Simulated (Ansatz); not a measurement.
All numbers below come from Ansatz 0.2.0, DFT PBE, scalar-relativistic, plane waves, PAW. All cells share a 420 eV cutoff and Γ-centred k meshes spaced at most about 0.3 Å⁻¹ (about 0.25 or finer for metals, 2π included). No spin polarisation.

All energies are static (0 K, no zero-point motion).

Two forms of SiMo₅ were relaxed alike.

A.

```yaml
crystal:
  lattice:
    - [4.42662, 0.00000, 0.00000]
    - [-2.21331, 3.83356, 0.00000]
    - [0.00000, 0.00000, 5.36594]
  atoms:
    - { symbol: Si, position: [0.00000, 0.00000, 0.00000] }
    - { symbol: Mo, position: [0.66667, 0.33333, 0.83102] }
    - { symbol: Mo, position: [0.33333, 0.66667, 0.67147] }
    - { symbol: Mo, position: [0.33333, 0.66667, 0.16898] }
    - { symbol: Mo, position: [0.66667, 0.33333, 0.32853] }
    - { symbol: Mo, position: [0.00000, 0.00000, 0.50000] }
```

B.

```yaml
crystal:
  lattice:
    - [1.59760, -2.23760, 0.00000]
    - [1.59760, 2.23760, 0.00000]
    - [0.00000, 0.00000, 12.87517]
  atoms:
    - { symbol: Si, position: [0.00000, 0.00000, 0.00000] }
    - { symbol: Mo, position: [0.00000, 0.00000, 0.67237] }
    - { symbol: Mo, position: [0.50000, 0.50000, 0.84500] }
    - { symbol: Mo, position: [0.50000, 0.50000, 0.50000] }
    - { symbol: Mo, position: [0.50000, 0.50000, 0.15500] }
    - { symbol: Mo, position: [0.00000, 0.00000, 0.32763] }
```

Question: Which arrangement of the elements on these sites is preferred, and by what margin?

Answer: A is lower, by 67 meV/atom. The two share one framework of sites and differ in which element sits where. A has Si and Mo ordered on bcc sites, space group P-3m1 (No. 164), 15.2 Å³/atom and no gap on its mesh; B has Si and Mo ordered on bcc sites, space group Cmmm (No. 65), 15.3 Å³/atom and no gap. Counting Mo atoms around Si (those within 1.25 times the shortest such distance or 1.15 times the sum of covalent radii; a plus sign parts nearer from farther groups), A has Si 8+6 and B has Si 4+4. Both come from invented guesses.

Cells relaxed within their symmetry can be saddle points.
